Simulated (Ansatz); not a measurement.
Hf under changes of volume

One of the cells (22.757 Å³/atom); the others are scaled copies at fixed shape and fractional positions:

```
Hf
1.0
     0.00000    2.24921    2.24921
     2.24921    0.00000    2.24921
     2.24921    2.24921    0.00000
Hf
1
Direct
  0.00000 0.00000 0.00000
```

This isn't the form of Hf at room conditions, which is hcp.

```yaml
Program: Ansatz 0.2.0
Functional: revPBE
Dispersion: D3(BJ)-ATM
Potentials_or_basis: JTH PAW
Cutoff: "1230 eV (not typed: the program's choice for these potentials)"
k_mesh: 10 × 10 × 10
Occupations: fermi-dirac, width 0.1 eV
Spin: no spin polarisation
```

```csv
volume (Å³/atom),energy over the lowest point (meV/atom),pressure (GPa)
21.392,2.48,2.3
21.847,0.00,0.0
22.302,3.77,-2.1
22.757,?,?
23.213,27.75,-5.8
23.668,46.98,-7.4
24.123,70.51,-8.9
```

Problem. What does the run at 22.757 Å³/atom give?

Solution. Energy over the lowest point 13.20 meV/atom; pressure -4.0 GPa.

Worked out: A Birch-Murnaghan fit of order 3 (a polynomial in V^(-2/3)) to the other rows has its minimum at 21.79 Å³/atom with B0 = V·E''(V) = 106 GPa and B' = 3.5. It gives 13.16 meV/atom at 22.757 Å³/atom, against the run's 13.20, and -dE/dV = -4.2 GPa, against -4.0.

Energies are extrapolated to zero smearing.

Caveats: the potentials were made for another functional, which shifts forces and pressure; pairwise dispersion overbinds metals, which lowers pressure and volume.
